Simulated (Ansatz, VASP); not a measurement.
# Cross-check of Ga2SeS (Ga2SSe 3 layers, AB) between VASP and Ansatz, part 2 of 2

Wanted: the spread between two codes on one cell, functional and k mesh. The cell is taken from a series of runs on this material, whose earlier steps may have relaxed, scaled, displaced or heated it; both programs get it as it stands.

VASP 6.6.1 and Ansatz 0.2.0.

So far: The structure; VASP: single point, PBE with D3(BJ).

**3. Ansatz: single point, PBE with D3(BJ)**

Level of this step: Ansatz beside VASP: Kohn-Sham DFT, plane waves, PBE with D3(BJ) (Ansatz).

Ansatz runs on its default PAW (the set named soft_2) files.

The same cell, functional, mesh and smearing now go to Ansatz, which takes its cutoff from its data sets.

File input.yaml:

```yaml
crystal:
  lattice:
    - [3.6824247705, 0.0, 0.0]
    - [-1.8412123852, 3.1890733987, 0.0]
    - [0.0, 0.0, 38.3569694374]
  atoms:
    - { symbol: Se, position: [0.3333333333, 0.6666666667, 0.2346379323] }
    - { symbol: Ga, position: [0.0, 0.0, 0.2664680197] }
    - { symbol: Ga, position: [0.0, 0.0, 0.330257596] }
    - { symbol: S, position: [0.3333333333, 0.6666666667, 0.3575068678] }
    - { symbol: Se, position: [0.6666666667, 0.3333333333, 0.4383055697] }
    - { symbol: Ga, position: [0.3333333333, 0.6666666667, 0.4700429565] }
    - { symbol: Ga, position: [0.3333333333, 0.6666666667, 0.5338054985] }
    - { symbol: S, position: [0.6666666667, 0.3333333333, 0.5610350552] }
    - { symbol: Se, position: [0.3333333333, 0.6666666667, 0.6425052181] }
    - { symbol: Ga, position: [0.0, 0.0, 0.6742208958] }
    - { symbol: Ga, position: [0.0, 0.0, 0.7380165077] }
    - { symbol: S, position: [0.3333333333, 0.6666666667, 0.7653620677] }
kpoints:
  mp_grid: { grid: [18, 18, 1] }
  band_path:
    path: [[0, 0, 0], [0.5, 0, 0], [0.33333333, 0.33333333, 0], [0, 0, 0]]
    npoints: 16
hamiltonian:
  xc: pbe
  dispersion: d3bj
scf:
  occupations: { method: fermi_dirac, width: 0.02585 }
  convergence: { dr2_threshold: 1.0e-10 }
efield:
  axis: 3
  dipole_correction: true
  ramp_position: 0.97
  ramp_width: 0.06
  amplitude: 0
output:
  dos: { projected: true, e_range: [-6, 5] }
  bader: true
  write_potential: true
  write_density: true
  volumetric_format: npy
  elf: true
```

The run is started by

```sh
> ansatz run input.yaml --threads 4 --pin off --max-ram 12288MiB --backend cpu --events-out ev --progress --plain --runs-dir out
```

Numbers of over 12 decimals in the logs are rounded to 6 here.

Log:

```text
Engine: ansatz 0.2.0, x86_64-unknown-linux-gnu
Pseudopotentials: kind: paw
Pseudopotential: Se, paw, valence charge 16, recommended cutoff 420 eV (normal), Se.paw.azcp
Pseudopotential: Ga, paw, valence charge 13, recommended cutoff 420 eV (normal), Ga.paw.azcp
Pseudopotential: S, paw, valence charge 6, recommended cutoff 420 eV (normal), S.paw.azcp
Functional definition: PBE
  parameter kappa = 0.804
  parameter beta = 0.066725
  exchange = pbe_x(kappa = kappa, mu = beta*pi^2/3)
  correlation = pbe_c(beta = beta)
Crystal: 12 atoms, lattice volume = 450.446 Å³
Basis set: ecut = 420 eV, 8793 PW (Γ)
Bands: 87, of which v1, the nominal top of the filled ones, is band 72 counted from 1 (71 counted from 0)
Symmetry: 6 space group operations
Space group: P3m1 (ITA 156), of the structure as read, at distance tolerance 7.7e-5 Å
k-points: 37 of 324 (time reversal used)
Non-local potential: Se, projectors of the file, l = 0: 2, l = 1: 2, l = 2: 3, l = 3: 1
Non-local potential: Ga, projectors of the file, l = 0: 2, l = 1: 2, l = 2: 3, l = 3: 1
Non-local potential: S, projectors of the file, l = 0: 2, l = 1: 2, l = 2: 2
PAW form: soft (Blöchl's): semilocal exchange-correlation on the pseudo side does not see the compensation charge
PAW one-centre angular grid: Se, 590 points (default); XC on 64 Gauss nodes
PAW one-centre angular grid: Ga, 590 points (default); XC on 64 Gauss nodes
PAW one-centre angular grid: S, 110 points (default); XC on 64 Gauss nodes
Initial density: superposition of atomic densities (neutral atoms: chi_scale 0, normalization atom), corrected by the library's trained network
Initial wavefunctions: pseudopotential atomic-orbital guess
Functional: x = pbe(κ = 0.804, μ = 0.219515), c = pbe(β = 0.066725)
SCF iter   1: F=—  HF=-41821.919687 eV  |F-HF|=—  |Δ(HF+E_count)|=         —  Δρ=1.43e-3  dr2=5.19e-2  ethr=1.77e-3  p=0.004 e·Å  D=1.56e-3 V/Å  ΔV_dip=-0.06 eV  dr2_dipole=3.77e-2  V_vac-E_F(+/−)=4.81/4.87 eV  ⟨swp⟩=7.0  Hψ=13499  notcnv=0  defer=7
efield: sawtooth ramp at fractional position 0.9700 (set: `efield.ramp_position`, or a place that a band, a saddle search or an elastic batch's reference lends), width 0.0600; the density the first Hamiltonian is built on has a dipole p = 0.004 e·Å; the dipole correction subtracts the counter field D = 1.56e-3 V/Å, which shifts the + side's vacuum level by -0.06 eV against the − side's; the planar-averaged density in the ramp window peaks in size at 2.1e-5 e/Å³
preconditioner: auto → Resta (q_TF=auto, 2.256 Å⁻¹)  ε∞=2.7  [insulator: Δε(μ)=1.507 eV  Ē_g=14.280 eV  σ=0.026 eV  W_gap=1.00  n_scr=104 (ndim 8)  ℏωp=18.7 eV  f_vac=0.399  D(μ)=0.00/eV (n_scr^D=0)  ε∞_Penn≈2.7  vacuum switching on, ρ_ref=1.5e-2 e/Å³]
SCF iter   2: F=—  HF=-41821.912177 eV  |F-HF|=—  |Δ(HF+E_count)|=   7.51e-3  Δρ=1.30e-3  dr2=3.46e-2  ethr=3.60e-5  p=-0.082 e·Å  D=-3.29e-2 V/Å  ΔV_dip=1.26 eV  dr2_dipole=2.65e-2  V_vac-E_F(+/−)=5.42/4.15 eV  ⟨swp⟩=2.9  Hψ=5505  notcnv=0  defer=326
SCF iter   3: F=—  HF=-41821.905885 eV  |F-HF|=—  |Δ(HF+E_count)|=   6.29e-3  Δρ=5.51e-4  dr2=1.60e-3  ethr=2.41e-5  p=-0.043 e·Å  D=-1.71e-2 V/Å  ΔV_dip=0.66 eV  dr2_dipole=9.44e-5  V_vac-E_F(+/−)=5.12/4.46 eV  ⟨swp⟩=2.4  Hψ=3666  notcnv=0  defer=323
SCF iter   4: F=—  HF=-41821.906338 eV  |F-HF|=—  |Δ(HF+E_count)|=   4.53e-4  Δρ=1.87e-4  dr2=2.25e-4  ethr=1.11e-6  p=-0.048 e·Å  D=-1.92e-2 V/Å  ΔV_dip=0.74 eV  dr2_dipole=1.16e-5  V_vac-E_F(+/−)=5.14/4.41 eV  ⟨swp⟩=2.1  Hψ=5878  notcnv=0  defer=309
SCF iter   5: F=—  HF=-41821.906311 eV  |F-HF|=—  |Δ(HF+E_count)|=   2.71e-5  Δρ=7.68e-5  dr2=3.35e-5  ethr=1.56e-7  p=-0.047 e·Å  D=-1.91e-2 V/Å  ΔV_dip=0.73 eV  dr2_dipole=4.66e-7  V_vac-E_F(+/−)=5.13/4.40 eV  ⟨swp⟩=2.0  Hψ=5015  notcnv=0  defer=309
SCF iter   6: F=—  HF=-41821.906325 eV  |F-HF|=—  |Δ(HF+E_count)|=   1.38e-5  Δρ=3.19e-5  dr2=2.52e-5  ethr=2.33e-8  p=-0.047 e·Å  D=-1.90e-2 V/Å  ΔV_dip=0.73 eV  dr2_dipole=2.81e-8  V_vac-E_F(+/−)=5.13/4.40 eV  ⟨swp⟩=2.5  Hψ=5554  notcnv=0  defer=309
SCF iter   7: F=—  HF=-41821.906323 eV  |F-HF|=—  |Δ(HF+E_count)|=   1.74e-6  Δρ=1.29e-5  dr2=2.53e-6  ethr=1.75e-8  p=-0.047 e·Å  D=-1.90e-2 V/Å  ΔV_dip=0.73 eV  dr2_dipole=4.98e-8  V_vac-E_F(+/−)=5.13/4.40 eV  ⟨swp⟩=2.0  Hψ=3430  notcnv=0  defer=309
SCF iter   8: F=—  HF=-41821.906352 eV  |F-HF|=—  |Δ(HF+E_count)|=   2.83e-5  Δρ=5.81e-6  dr2=1.96e-7  ethr=1.76e-9  p=-0.047 e·Å  D=-1.90e-2 V/Å  ΔV_dip=0.73 eV  dr2_dipole=3.19e-10  V_vac-E_F(+/−)=5.13/4.40 eV  ⟨swp⟩=2.0  Hψ=3553  notcnv=0  defer=309
SCF iter   9: F=—  HF=-41821.906352 eV  |F-HF|=—  |Δ(HF+E_count)|=   2.47e-7  Δρ=2.26e-6  dr2=6.87e-8  ethr=1.36e-10  p=-0.047 e·Å  D=-1.90e-2 V/Å  ΔV_dip=0.73 eV  dr2_dipole=1.04e-9  V_vac-E_F(+/−)=5.13/4.40 eV  ⟨swp⟩=2.0  Hψ=5091  notcnv=0  defer=309
SCF iter  10: F=—  HF=-41821.906352 eV  |F-HF|=—  |Δ(HF+E_count)|=   2.27e-8  Δρ=9.69e-7  dr2=2.28e-8  ethr=4.77e-11  p=-0.047 e·Å  D=-1.90e-2 V/Å  ΔV_dip=0.73 eV  dr2_dipole=1.68e-10  V_vac-E_F(+/−)=5.13/4.40 eV  ⟨swp⟩=2.0  Hψ=4891  notcnv=0  defer=309
SCF iter  11: F=—  HF=-41821.906352 eV  |F-HF|=—  |Δ(HF+E_count)|=  9.97e-10  Δρ=4.68e-7  dr2=2.33e-9  ethr=1.59e-11  p=-0.047 e·Å  D=-1.90e-2 V/Å  ΔV_dip=0.73 eV  dr2_dipole=5.16e-10  V_vac-E_F(+/−)=5.13/4.40 eV  ⟨swp⟩=2.0  Hψ=3377  notcnv=0  defer=309
SCF iter  12: F=—  HF=-41821.906352 eV  |F-HF|=—  |Δ(HF+E_count)|=  8.44e-10  Δρ=2.68e-7  dr2=6.23e-10  ethr=1.61e-12  p=-0.047 e·Å  D=-1.90e-2 V/Å  ΔV_dip=0.73 eV  dr2_dipole=3.59e-10  V_vac-E_F(+/−)=5.13/4.40 eV  ⟨swp⟩=2.0  Hψ=3782  notcnv=0  defer=309
SCF iter  13: F=-41821.906352 eV  HF=-41821.906352 eV  |F-HF|=2.91e-11  |Δ(HF+E_count)|=  3.35e-10  Δρ=1.10e-7  dr2=5.30e-11  ethr=1.00e-12  p=-0.047 e·Å  D=-1.90e-2 V/Å  ΔV_dip=0.73 eV  dr2_dipole=4.09e-13  V_vac-E_F(+/−)=5.13/4.40 eV  ⟨swp⟩=9.9  Hψ=11734  notcnv=0
SCF 1 converged in 13 iterations: F = -41821.906352 eV  dr2 = 5.30e-11
  greatest PAW one-centre occupation: 1.000 electrons in one spin orbital (limit 2), on the Se atom at site 8 (counted from 0), in its partial waves of l = 2
NSCF: frozen V_eff on 49 k-points
efield: sawtooth ramp at fractional position 0.9700 (kept from the solve that this one continues, or follows in the run), width 0.0600; the density the first Hamiltonian is built on has a dipole p = -0.047 e·Å; the dipole correction subtracts the counter field D = -1.90e-2 V/Å, which shifts the + side's vacuum level by +0.73 eV against the − side's; the planar-averaged density in the ramp window peaks in size at 1.1e-5 e/Å³
WARN: The output density's exchange-correlation potential varies sharply where the density is thin. Do not read a vacuum level from v_tot or v_xc, or from such a field of the output density. On a cell that repeats whose density bears no net charge and no dipole along the vacuum's axis use v_es (v_loc + v_h of the components); under efield.dipole_correction with no amplitude use v_es + v_field, which holds any externa [...]
SCF converged after 13 iterations
Free energy (F): -41821.906352 eV
Harris-Foulkes:  -41821.906352 eV  (|F-HF|=2.91e-11)
Internal energy: -41821.906352 eV  (E = F + TS)
E sigma→0 (E₀):  -41821.906352 eV
Fermi energy:    2.697063 eV
Dipole field:    D = -0.018997 V/Å  (p = -0.047289 e·Å, saw-weighted, corrected)
Work function:   Φ+ = 5.1273 eV   Φ− = 4.3987 eV
Levels:          The Fermi level and band energies are counted from a zero that moves with the ramp; work functions are not
--- Per-component energies (eV) ---
  E_band       = -2314.390493
  E_kinetic    = 1367.647197
  E_local      = -185961.720616  (includes V_loc(G=0)·N_el)
  E_nonlocal   = 847.656837
  E_hartree    = 92081.025337
  E_xc         = -1017.026855
  E_vxc        = -902.604043  (∫ρ·V_xc dr)
  E_paw        = -19468.341483  (= ΣΔE_a)
  E_vpaw       = -1826.191972  (= ΣTr[D̂ρ^β])
  E_aug_tail   = -0.002390  (compensation charges beyond the density's cutoff)
  E_efield     = 0.000449  (sawtooth field / dipole correction)
  E_vefield    = -1.225314  (∫n·V_field dr)
  E_ewald      = 70331.975384
  E_disp       = -3.120212  (pairwise vdW)
  E_smearing   = -0.000000  (= −TS)
  E_closure    = 0.000000  (closes the sum)
  Σ components = -41821.906352   (vs F -41821.906352, Δ=0.00e0)
--- Band table (eV; the first three rows and the last of 37) ---
  k-point 0: bands = [... 68 lower, 1.3499, 1.5057, 1.5057, 1.9537, 3.3586, 3.7747, 4.1437, 4.5750, ... 11 higher]
  k-point 1: bands = [... 68 lower, 1.2326, 1.4505, 1.4662, 1.9706, 3.5837, 3.9584, 4.3101, 4.7987, ... 11 higher]
  k-point 2: bands = [... 68 lower, 1.0740, 1.2994, 1.5065, 1.9564, 4.0292, 4.3382, 4.6596, 5.1410, ... 11 higher]
  k-point 36: bands = [... 68 lower, -0.0959, -0.0585, 0.1995, 0.3018, 3.8579, 3.9737, 4.3355, 4.7933, ... 11 higher]
--- Bader charges: 12 sites ---
  site symbol  charge [e]  shift [e]
     0     Se     -0.6669     0.0010
     1     Ga      0.6595     0.0010
     2     Ga      0.8279     0.0020
     3      S     -0.8261     0.0020
     4     Se     -0.6603     0.0010
     5     Ga      0.6588     0.0010
     6     Ga      0.8290     0.0020
     7      S     -0.8257     0.0020
     8     Se     -0.6614     0.0010
     9     Ga      0.6583     0.0010
    10     Ga      0.8300     0.0020
    11      S     -0.8231     0.0020
  estimated error of the sums over rays = 3.5e-4 e
```

**4. Side by side**

Known differences besides the potentials themselves: the data sets hold 144 valence electrons in Ansatz (on its default PAW (the set named soft_2) files) and 114 in VASP; the cutoff is 420 eV in Ansatz and 400 eV in VASP. Total energies have different zeros and are not compared.

Compared:

```tsv
quantity	Ansatz	VASP	difference
gap on the k mesh (eV)	1.388	1.407	-0.019
```

A gap on the mesh is an upper bound, since the band edges may lie between its points. With vacuum in the cell, a pressure given here is an average over mostly empty space and none of the material.

**5. What came out**

```json
{"difference in gap on the k mesh (single point, PBE with D3(BJ))": "-0.019 eV"}
```

**Reading.** The difference in gap on the k mesh is -0.019 eV (single point, PBE with D3(BJ)), within the 0.08 eV picked in this series as the mark of a large difference. The data sets hold unlike numbers of valence electrons (144 in Ansatz and 114 in VASP), so part of the differences comes from the potentials. Such differences can come from data sets, numerical settings and the points named under the comparisons, not from the functional's error against experiment.

[Lines on the potential files, build, host, timing and source positions are cut from VASP's logs without a mark.]

[Logs are printed without paths, hosts, clocks, repeated set-up lines and the standing remarks that a program may print on its own settings, such as how far it seeks lower states.]

[Hosts, paths, dates, database ids (printed as entryN), source tags and the programs' standing remarks are cut or masked in the printed files.]
